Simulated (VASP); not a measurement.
# What goes wrong when the modes of TiO2 (Anatase) are computed with a bad input, part 2 of 2

Aim: see how common mistakes in a phonon run show up, on TiO2 (Anatase). The starting structure is a measured crystal structure from the Crystallography Open Database.

VASP 6.6.1.

Results so far: reference Eg (3) 643.5 cm⁻¹.

## 3. Modes with low precision and real-space projectors

Level of this step: LDA; plane waves and PAW (Ti_sv, O) (VASP).

A slip made on purpose: low precision and real-space projectors. Against step 2 the input has PREC = Low and LREAL = Auto (also changed: NELM).

File INCAR:

```
SYSTEM = TiO2
PREC = Low
ENCUT = 520
EDIFF = 1E-08
NELM = 60
ISMEAR = 0
SIGMA = 0.03
LREAL = Auto
ALGO = Normal
GGA = CA
NBANDS = 30
LASPH = .TRUE.
LORBIT = 11
LWAVE = .FALSE.
LCHARG = .FALSE.
KPAR = 8
IBRION = 6
NFREE = 2
POTIM = 0.015
NSW = 1
ISIF = 2
```

File POSCAR:

```
TiO2
1.0
   -3.7472821045      0.0000000000      0.0000000000
    0.0000000000      3.7472821045      0.0000000000
    1.8736410522     -1.8736410522     -4.7317031800
Ti O
2 4
Direct
    0.7500000000      0.2500000000      0.5000000000
    0.0000000000      0.0000000000      0.0000000000
    0.2081227003      0.2081227003      0.4162454006
    0.9581227003      0.4581227003      0.9162454006
    0.5418772997      0.0418772997      0.0837545994
    0.7918772997      0.7918772997      0.5837545994
```

File KPOINTS:

```
Automatic mesh
0
Gamma
6 6 6
0 0 0
```

Potentials, in the order of the species: Ti_sv and O (LDA family, release 64).

Command:

```bash
$ mpirun -np 8 vasp_std
```

The program printed:

```text
[banner, memory and clock lines left out]
running    8 mpi-ranks, on    1 nodes
[...]
[... a notice as in an earlier step ...]

|                                                                             |
|               ----> ADVICE to this user running VASP <----                  |
|                                                                             |
|     You have a (more or less) 'small supercell' and for smaller cells       |
|     it is recommended to use the reciprocal-space projection scheme!        |
|     The real-space optimization is not efficient for small cells and it     |
|     is also less accurate ...                                               |
|     Therefore, set LREAL=.FALSE. in the INCAR file.                         |
|                                                                             |

 LDA part: xc-table for (Slater(with rela. corr.)+CA(PZ))
 , standard interpolation
 POSCAR, INCAR and KPOINTS ok, starting setup
[...]
entering main loop
[...]
DAV:   3    -0.707080278730E+02   -0.10042E+03   -0.98393E+02  2650   0.202E+02
DAV:   4    -0.753645420110E+02   -0.46565E+01   -0.46505E+01  2524   0.432E+01
[...]
DAV:  16    -0.589790032133E+02    0.95021E-07   -0.74085E-07  2290   0.917E-03    0.194E-03
DAV:  17    -0.589790032016E+02    0.11739E-07   -0.18643E-07  2086   0.393E-03    0.458E-04
DAV:  18    -0.589790032010E+02    0.54933E-09   -0.78125E-09   936   0.895E-04
   1 F= -.58979003E+02 E0= -.58979003E+02  d E =-.267050E-15
[... from here on, the cycles between the ionic steps are left out ...]
   2 F= -.58976507E+02 E0= -.58976507E+02  d E =-.702112E-16
   3 F= -.58978327E+02 E0= -.58978327E+02  d E =-.507348E-16
   4 F= -.58976845E+02 E0= -.58976845E+02  d E =-.245959E-15
   5 F= -.58976850E+02 E0= -.58976850E+02  d E =-.246084E-15
   6 F= -.58975403E+02 E0= -.58975403E+02  d E =-.153995E-15
   7 F= -.58975573E+02 E0= -.58975573E+02  d E =-.122038E-15
   8 F= -.58977245E+02 E0= -.58977245E+02  d E =-.365507E-15
   9 F= -.58976981E+02 E0= -.58976981E+02  d E =-.514695E-15
  10 F= -.58975681E+02 E0= -.58975681E+02  d E =-.111235E-17
  11 F= -.58976864E+02 E0= -.58976864E+02  d E =-.535269E-14
 Finite differences progress:
  Degree of freedom:   5/  5
  Displacement:        2/  2
  Total:              10/ 10
```

It took 30 s on 8 MPI ranks of Intel Xeon 6975P-C (Granite Rapids), shared host; peak memory 2.3 GiB.

From OUTCAR (step 3):

```text
  Total       -0.0447440     -0.0615268     -0.9321788      0.0000000      0.0000000     -0.0000000
  in kB       -1.0789343     -1.4836259    -22.4780963      0.0000000      0.0000000     -0.0000000
  external PRESSURE =      -8.3468855 kB  Pullay stress =       0.0000000 kB

 POSITION                                       TOTAL-FORCE (eV/Angst)
 -----------------------------------------------------------------------------------
     -1.87364      0.00000     -2.36585        -0.000000      0.000000     -0.071414
      0.00000      0.00000      0.00000        -0.000000      0.000000     -0.065256
     -0.00000      0.00000     -1.98455         0.000000     -0.000000      0.311433
     -1.87364      0.00000     -4.33540        -0.000000      0.000000     -0.166503
     -1.87364      0.00000     -0.39630         0.000000     -0.000000      0.005545
     -1.87364      1.87364     -2.76215        -0.000000      0.000000     -0.013806
 -----------------------------------------------------------------------------------
    total drift:                                0.000148      0.000054      0.243553

  FREE ENERGIE OF THE ION-ELECTRON SYSTEM (eV)
  ---------------------------------------------------
  free  energy   TOTEN  =       -58.9768642324 eV

  energy  without entropy=      -58.9768642324  energy(sigma->0) =      -58.97686423

[... 2 parts as in an earlier step ...]

[... 1 further part left out ...]
[key lines of the parts left out:]
E-fermi :   3.4604
```

Three frequencies should lie near zero, those of the translations, and here fewer than three do (the smallest in size are -14.7, -14.7 and -62.2 cm⁻¹), so no mode of this run is used. As printed, the frequencies run from -62.2 to 824.1 cm⁻¹, imaginary ones as negative numbers.

The last energy, forces and stress in OUTCAR belong to the last displaced cell, not to that of POSCAR.

## 4. Modes with a structure that was not relaxed

A slip made on purpose: a structure that was not relaxed. Against step 2 the input has another starting structure (also changed: NELM).

Changes to INCAR since step 3:

```diff
@@ -1,3 +1,3 @@
 SYSTEM = TiO2
-PREC = Low
+PREC = Accurate
 ENCUT = 520
@@ -7,3 +7,3 @@
 SIGMA = 0.03
-LREAL = Auto
+LREAL = .FALSE.
 ALGO = Normal
```

File POSCAR:

```
TiO2
1.0
   -3.7842000000      0.0000000000      0.0000000000
    0.0000000000      3.7842000000      0.0000000000
    1.8921000000     -1.8921000000     -4.7573000000
Ti O
2 4
Direct
    0.7500000000      0.2500000000      0.5000000000
    0.0000000000      0.0000000000      0.0000000000
    0.2081000000      0.2081000000      0.4162000000
    0.9581000000      0.4581000000      0.9162000000
    0.5419000000      0.0419000000      0.0838000000
    0.7919000000      0.7919000000      0.5838000000
```

KPOINTS is that of step 3.

Command:

```bash
$ mpirun -np 8 vasp_std
```

The program printed:

```text
[banner, memory and clock lines left out]
running    8 mpi-ranks, on    1 nodes
[...]
[... a notice as in an earlier step ...]

 LDA part: xc-table for (Slater(with rela. corr.)+CA(PZ))
 , standard interpolation
 POSCAR, INCAR and KPOINTS ok, starting setup
[...]
entering main loop
       N       E                     dE             d eps       ncg     rms          rms(c)
DAV:   1     0.667777211668E+03    0.66778E+03   -0.24805E+04  1800   0.186E+03
DAV:   2     0.256767976828E+02   -0.64210E+03   -0.61321E+03  2010   0.546E+02
DAV:   3    -0.708059527036E+02   -0.96483E+02   -0.94850E+02  2588   0.200E+02
DAV:   4    -0.753939306677E+02   -0.45880E+01   -0.45824E+01  2600   0.430E+01
[...]
DAV:  16    -0.588089891930E+02    0.38196E-07   -0.50343E-07  2322   0.709E-03    0.176E-03
DAV:  17    -0.588089891855E+02    0.75570E-08   -0.12513E-07  2178   0.347E-03    0.383E-04
DAV:  18    -0.588089891854E+02    0.39108E-10   -0.49833E-09   966   0.637E-04
   1 F= -.58808989E+02 E0= -.58808989E+02  d E =-.379745E-25
[... from here on, the cycles between the ionic steps are left out ...]
   2 F= -.58808568E+02 E0= -.58808568E+02  d E =-.483665E-26
   3 F= -.58808569E+02 E0= -.58808569E+02  d E =-.485523E-26
   4 F= -.58807170E+02 E0= -.58807170E+02  d E =-.337003E-25
   5 F= -.58807170E+02 E0= -.58807170E+02  d E =-.337237E-25
   6 F= -.58807395E+02 E0= -.58807395E+02  d E =-.134534E-25
   7 F= -.58807394E+02 E0= -.58807394E+02  d E =-.133331E-25
   8 F= -.58808591E+02 E0= -.58808591E+02  d E =-.656378E-25
   9 F= -.58808591E+02 E0= -.58808591E+02  d E =-.661235E-25
  10 F= -.58808890E+02 E0= -.58808890E+02  d E =-.292975E-28
  11 F= -.58806283E+02 E0= -.58806283E+02  d E =-.218859E-23
 Finite differences progress:
  Degree of freedom:   5/  5
  Displacement:        2/  2
  Total:              10/ 10
```

Run time: 53 s. Hardware: 8 MPI ranks; peak memory 3.1 GiB.

Parts of OUTCAR (step 4):

```text
  Total       -2.4922341     -2.4893954     -2.3616956      0.0000000      0.0000000      0.0000000
  in kB      -58.6125629    -58.5458019    -55.5425480      0.0000000      0.0000000      0.0000000
  external PRESSURE =     -57.5669709 kB  Pullay stress =       0.0000000 kB

 POSITION                                       TOTAL-FORCE (eV/Angst)
 -----------------------------------------------------------------------------------
     -1.89210      0.00000     -2.37865         0.000000     -0.000000     -0.031810
      0.00000      0.00000      0.00000         0.000000      0.000000     -0.019809
      0.00000      0.00000     -1.99499         0.000000      0.000000      0.269875
     -1.89210      0.00000     -4.35864        -0.000000      0.000000      0.045303
     -1.89210      0.00000     -0.39866         0.000000      0.000000     -0.121656
     -1.89210      1.89210     -2.77731        -0.000000      0.000000     -0.141904
 -----------------------------------------------------------------------------------
    total drift:                                0.000008     -0.000008     -0.000281

  FREE ENERGIE OF THE ION-ELECTRON SYSTEM (eV)
  ---------------------------------------------------
  free  energy   TOTEN  =       -58.8062828350 eV

  energy  without entropy=      -58.8062828350  energy(sigma->0) =      -58.80628283

[... 1 part as in an earlier step ...]

[... 2 further parts left out ...]
[key lines of the parts left out:]
E-fermi :   3.2788
```

With a structure that was not relaxed the modes are at the top Eg (3) 608.7, B2u 534.3 cm⁻¹, at the bottom Eg (2) 179.7, Eg (1) 136.3 cm⁻¹, with 6 more of the listed ones between; the largest shift is -38.3 cm⁻¹, in Eu (2), from the reference.

## 5. Modes with a loose electronic threshold

A slip made on purpose: a loose electronic threshold. Against step 2 the input has EDIFF = 1E-04 (also changed: NELM).

Changes to INCAR since step 4:

```diff
@@ -3,3 +3,3 @@
 ENCUT = 520
-EDIFF = 1E-08
+EDIFF = 1E-04
 NELM = 60
```

File POSCAR:

```
TiO2
1.0
   -3.7472821045      0.0000000000      0.0000000000
    0.0000000000      3.7472821045      0.0000000000
    1.8736410522     -1.8736410522     -4.7317031800
Ti O
2 4
Direct
    0.7500000000      0.2500000000      0.5000000000
    0.0000000000      0.0000000000      0.0000000000
    0.2081227003      0.2081227003      0.4162454006
    0.9581227003      0.4581227003      0.9162454006
    0.5418772997      0.0418772997      0.0837545994
    0.7918772997      0.7918772997      0.5837545994
```

KPOINTS is that of step 4.

Command:

```bash
$ mpirun -np 8 vasp_std
```

The program printed:

```text
[... set-up lines as in an earlier step ...]
 entering main loop
       N       E                     dE             d eps       ncg     rms          rms(c)
[... 12 cycles as in an earlier step ...]
DAV:  13    -0.588369125425E+02    0.11778E-03   -0.39219E-04  1702   0.219E-01    0.252E-02
DAV:  14    -0.588369128921E+02   -0.34954E-06   -0.57838E-05   932   0.742E-02
   1 F= -.58836913E+02 E0= -.58836913E+02  d E =-.345149E-16
[... from here on, the cycles between the ionic steps are left out ...]
   2 F= -.58836313E+02 E0= -.58836313E+02  d E =-.170583E-16
   3 F= -.58836319E+02 E0= -.58836319E+02  d E =-.326541E-16
   4 F= -.58834935E+02 E0= -.58834935E+02  d E =-.807651E-16
   5 F= -.58834942E+02 E0= -.58834942E+02  d E =-.391538E-16
   6 F= -.58835067E+02 E0= -.58835067E+02  d E =-.127209E-16
   7 F= -.58835069E+02 E0= -.58835069E+02  d E =-.161964E-16
   8 F= -.58836565E+02 E0= -.58836565E+02  d E =-.642207E-16
   9 F= -.58836552E+02 E0= -.58836552E+02  d E =-.582113E-16
  10 F= -.58835397E+02 E0= -.58835397E+02  d E =-.248830E-18
  11 F= -.58835424E+02 E0= -.58835424E+02  d E =-.159389E-14
 Finite differences progress:
  Degree of freedom:   5/  5
  Displacement:        2/  2
  Total:              10/ 10
```

Elapsed: 27 s, on 8 MPI ranks; peak memory 3.1 GiB.

Parts of OUTCAR (step 5):

```text
  Total        0.0335418      0.0123773     -0.2749918      0.0000000      0.0000000     -0.0000000
  in kB        0.8088105      0.2984604     -6.6310148      0.0000000      0.0000000     -0.0000000
  external PRESSURE =      -1.8412480 kB  Pullay stress =       0.0000000 kB

 POSITION                                       TOTAL-FORCE (eV/Angst)
 -----------------------------------------------------------------------------------
     -1.87364      0.00000     -2.36585        -0.000000      0.000000     -0.032619
      0.00000      0.00000      0.00000        -0.000000      0.000000     -0.025248
     -0.00000      0.00000     -1.98455         0.000000     -0.000000      0.197364
     -1.87364      0.00000     -4.33540        -0.000000      0.000000     -0.043391
     -1.87364      0.00000     -0.39630        -0.000000      0.000000     -0.038336
     -1.87364      1.87364     -2.76215        -0.000000      0.000000     -0.057772
 -----------------------------------------------------------------------------------
    total drift:                                0.000059     -0.005909      0.004074

  FREE ENERGIE OF THE ION-ELECTRON SYSTEM (eV)
  ---------------------------------------------------
  free  energy   TOTEN  =       -58.8354235252 eV

  energy  without entropy=      -58.8354235252  energy(sigma->0) =      -58.83542353

[... 2 parts as in an earlier step ...]

[... 1 further part left out ...]
[key lines of the parts left out:]
E-fermi :   3.4661
```

With a loose electronic threshold the modes are at the top Eg (3) 657.0, B2u 553.9 cm⁻¹, at the bottom Eg (2) 240.9, Eg (1) 167.1 cm⁻¹, with 6 more of the listed ones between; the largest shift is +76.8 cm⁻¹, in Eg (2), from the reference.

## 6. Modes with a k mesh far too coarse

A slip made on purpose: a k mesh far too coarse. Against step 2 the input has a 1×1×1 mesh (also changed: NELM and KPAR).

Changes to INCAR since step 5:

```diff
@@ -3,3 +3,3 @@
 ENCUT = 520
-EDIFF = 1E-04
+EDIFF = 1E-08
 NELM = 60
@@ -15,3 +15,2 @@
 LCHARG = .FALSE.
-KPAR = 8
 IBRION = 6
```

POSCAR is that of step 5.

File KPOINTS:

```
Automatic mesh
0
Gamma
1 1 1
0 0 0
```

Command:

```bash
$ mpirun -np 8 vasp_std
```

The program printed:

```text
[banner, memory and clock lines left out]
running    8 mpi-ranks, on    1 nodes
[...]
[... a notice as in an earlier step ...]

 LDA part: xc-table for (Slater(with rela. corr.)+CA(PZ))
 , standard interpolation
|                                                                             |
|           W    W    AA    RRRRR   N    N  II  N    N   GGGG   !!!           |
|           W    W   A  A   R    R  NN   N  II  NN   N  G    G  !!!           |
|           W    W  A    A  R    R  N N  N  II  N N  N  G       !!!           |
|           W WW W  AAAAAA  RRRRR   N  N N  II  N  N N  G  GGG   !            |
|           WW  WW  A    A  R   R   N   NN  II  N   NN  G    G                |
|           W    W  A    A  R    R  N    N  II  N    N   GGGG   !!!           |
|                                                                             |
|     The number of bands has been changed from the values supplied in        |
|     The orbitals not found in the WAVECAR file will be initialized with     |
[...]
DAV:   3    -0.661173982017E+02   -0.89565E+02   -0.88663E+02    88   0.184E+02
DAV:   4    -0.700049769751E+02   -0.38876E+01   -0.38806E+01   104   0.373E+01
[...]
DAV:  16    -0.493307597084E+02    0.49470E-06   -0.17444E-06    88   0.150E-02    0.142E-03
DAV:  17    -0.493307596924E+02    0.16032E-07   -0.13435E-07    96   0.276E-03    0.623E-04
DAV:  18    -0.493307596907E+02    0.17117E-08   -0.11222E-08    56   0.758E-04
   1 F= -.49330760E+02 E0= -.49330760E+02  d E =-.122093E-12
[... from here on, the cycles between the ionic steps are left out ...]
   2 F= -.49337779E+02 E0= -.49337779E+02  d E =-.153453E-13
   3 F= -.49337778E+02 E0= -.49337778E+02  d E =-.152418E-13
   4 F= -.49327556E+02 E0= -.49327556E+02  d E =-.392428E-46
   5 F= -.49327556E+02 E0= -.49327556E+02  d E =-.389812E-46
   6 F= -.49332471E+02 E0= -.49332471E+02  d E =-.368418E-13
   7 F= -.49332466E+02 E0= -.49332466E+02  d E =-.367865E-13
   8 F= -.49333182E+02 E0= -.49333182E+02  d E =-.935875E-13
   9 F= -.49333186E+02 E0= -.49333186E+02  d E =-.935720E-13
  10 F= -.49430246E+02 E0= -.49430246E+02  d E =-.444643E-14
  11 F= -.49225553E+02 E0= -.49225553E+02  d E =-.281348E-46
 Finite differences progress:
  Degree of freedom:   5/  5
  Displacement:        2/  2
  Total:              10/ 10
```

It took 4.6 s on 8 MPI ranks; peak memory 0.88 GiB.

OUTCAR, selected parts (step 6):

```text
  Total        8.5433760      8.0508352      9.4410823      0.0000000     -0.0000000      0.0000000
  in kB      206.0107253    194.1338411    227.6575681      0.0000000     -0.0000000      0.0000000
  external PRESSURE =     209.2673782 kB  Pullay stress =       0.0000000 kB

 POSITION                                       TOTAL-FORCE (eV/Angst)
 -----------------------------------------------------------------------------------
     -1.87364      0.00000     -2.36585        -0.000000      0.000000     -0.165813
      0.00000      0.00000      0.00000        -0.000000      0.000000     -0.097619
     -0.00000      0.00000     -1.98455         0.000000     -0.000000      7.196399
     -1.87364      0.00000     -4.33540         0.000000     -0.000000      6.842441
     -1.87364      0.00000     -0.39630        -0.000000      0.000000     -6.899086
     -1.87364      1.87364     -2.76215        -0.000000      0.000000     -6.876322
 -----------------------------------------------------------------------------------
    total drift:                               -0.000011      0.000008     -0.000525

  FREE ENERGIE OF THE ION-ELECTRON SYSTEM (eV)
  ---------------------------------------------------
  free  energy   TOTEN  =       -49.2255534073 eV

  energy  without entropy=      -49.2255534073  energy(sigma->0) =      -49.22555341

[... 1 part as in an earlier step ...]

[... 2 further parts left out ...]
[key lines of the parts left out:]
E-fermi :   3.7285
```

With a k mesh far too coarse the modes are at the top A1g 766.4, A2u 720.7 cm⁻¹, at the bottom Eg (1) -886.6, Eu (1) -987.5 cm⁻¹, with 6 more of the listed ones between; Eu (1), real with the reference, turns imaginary. Imaginary, given as negative numbers: Eu (2), Eu (1), Eg (2) and Eg (1).

## 7. Comparison

```
                                    run                 ended  Eg (3)    B2u    A1g  B1g (2)    A2u  Eu (1)  Eg (2)  Eg (1)  imaginary modes, each partner counted  core minutes
                              reference             converged   643.5  548.6  527.4    504.2  351.5   247.1   164.1   158.1                                      0          11.9
low precision and real-space projectors  finished, not usable       -      -      -        -      -       -       -       -                                      -           4.0
       a structure that was not relaxed             converged   608.7  534.3  510.5    488.0  328.7   231.0   179.7   136.3                                      0          7.07
           a loose electronic threshold             converged   657.0  553.9  534.6    510.0  352.7   280.2   240.9   167.1                                      0           3.6
                a k mesh far too coarse             converged   416.4  623.6  766.4    672.8  720.7  -987.5  -418.4  -886.6                                      8         0.613
```

Modes are in cm⁻¹, degenerate ones as one, matched between runs by symmetry and order. A number in brackets counts the listed modes of one symmetry from the lowest. The symmetry labels come from an automatic analysis and can be wrong where levels nearly coincide. Between the highest four and the lowest four, 2 more are left out. Core minutes are wall time times ranks of the run shown, on a shared host.

## 8. Outcome

```json
{"Eg (3), reference": "643.5 cm⁻¹", "Eg (1), reference": "158.1 cm⁻¹", "Eg (3), a structure that was not relaxed": "608.7 cm⁻¹", "Eg (1), a structure that was not relaxed": "136.3 cm⁻¹", "Eg (3), a loose electronic threshold": "657.0 cm⁻¹", "Eg (1), a loose electronic threshold": "167.1 cm⁻¹", "Eg (3), a k mesh far too coarse": "416.4 cm⁻¹", "Eg (1), a k mesh far too coarse": "-886.6 cm⁻¹", "run with low precision and real-space projectors": "finished, not usable"}
```

Finished, but so rough that the translations don't all come out near zero: low precision and real-space projectors. Finished, but with signs in the output that stand out against the reference: a structure that was not relaxed, with modes off by up to -38 cm⁻¹, in Eu (2) (signs: a pressure of -5.6 GPa on the undisplaced cell and forces of up to 0.09 eV/Å on the undisplaced atoms); a loose electronic threshold, with modes off by up to +77 cm⁻¹, in Eg (2) (signs: a translation at -14 cm⁻¹ instead of zero); a k mesh far too coarse, with Eu (1) turned imaginary, like 3 more of the compared levels (signs: a pressure of 20.9 GPa on the undisplaced cell, forces of up to 6.83 eV/Å on the undisplaced atoms and imaginary modes). The frequencies are harmonic, and the splitting of polar modes by their long-range field is left out. Further runs on this material are not shown.

[Lines on the potential files, build, host, timing and source positions are cut from VASP's logs without a mark.]

[Logs are printed without paths, hosts, clocks, repeated set-up lines and the standing remarks that a program may print on its own settings, such as how far it seeks lower states.]

[Hosts, paths, dates, database ids (printed as entryN), source tags and the programs' standing remarks are cut or masked in the printed files.]
